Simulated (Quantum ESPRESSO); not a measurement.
The system is SiC (Moissanite).

```
Si C
1.0
     3.07600    0.00000    0.00000
    -1.53800    2.66389    0.00000
     0.00000    0.00000    5.04800
Si C
2 2
Cartesian
  1.5380 0.8880 2.5240
  0.0000 1.7759 0.0000
  1.5380 0.8880 4.4675
  0.0000 1.7759 1.9435
```

- Program: Quantum ESPRESSO 7.5
- Task: phonons
- Functional: LDA
- Potentials or basis: PseudoDojo 0.4.1 SR LDA standard
- Cutoff: 1116 eV
- Density cutoff: 4463 eV
- k mesh: 6 × 6 × 4, shifted
- Occupations: fermi-dirac, width 0.05 eV
- Spin: no spin polarisation
- Form of the LDA correlation: PW92
- Mixing beta: 0.5
- Most SCF iterations: 120
- SCF threshold: 8e-10 Ry

The cell and the atoms were relaxed first, to 10.12 Å³/atom (a = 3.054 Å, b = 3.054 Å, c = 5.011 Å, α = 90.00°, β = 90.00°, γ = 120.00°), and the response was taken there.

```
Si C
1.0
     3.05414    0.00000    0.00000
    -1.52707    2.64496    0.00000
     0.00000    0.00000    5.01080
Si C
2 2
Direct
  0.66667 0.33333 0.50455
  0.33333 0.66667 0.00455
  0.66667 0.33333 0.88045
  0.33333 0.66667 0.38045
```

The first run showed a gap, so the response started from a second, tighter run with fixed occupations.

Q: Where do the zone-centre optical modes lie?

A: E2 at 259 cm⁻¹ (Raman); B1 at 599 cm⁻¹ (silent); E2 at 768 cm⁻¹ (Raman); A1 at 771 cm⁻¹ (IR and Raman); E1 at 802 cm⁻¹ (IR and Raman); B1 at 843 cm⁻¹ (silent). Polar modes are given without the macroscopic field (transverse values).

Optical modes at Γ, degenerate ones joined, polar ones without the macroscopic field:
| cm⁻¹ | components | symmetry | active in | IR intensity, summed ((D/Å)²/amu) |
| --- | --- | --- | --- | --- |
| 259 | 2 | E2 | Raman | 0.00 |
| 599 | 1 | B1 | silent | 0.00 |
| 768 | 2 | E2 | Raman | 0.00 |
| 771 | 1 | A1 | IR and Raman | 45.73 |
| 802 | 2 | E1 | IR and Raman | 81.14 |
| 843 | 1 | B1 | silent | 0.00 |
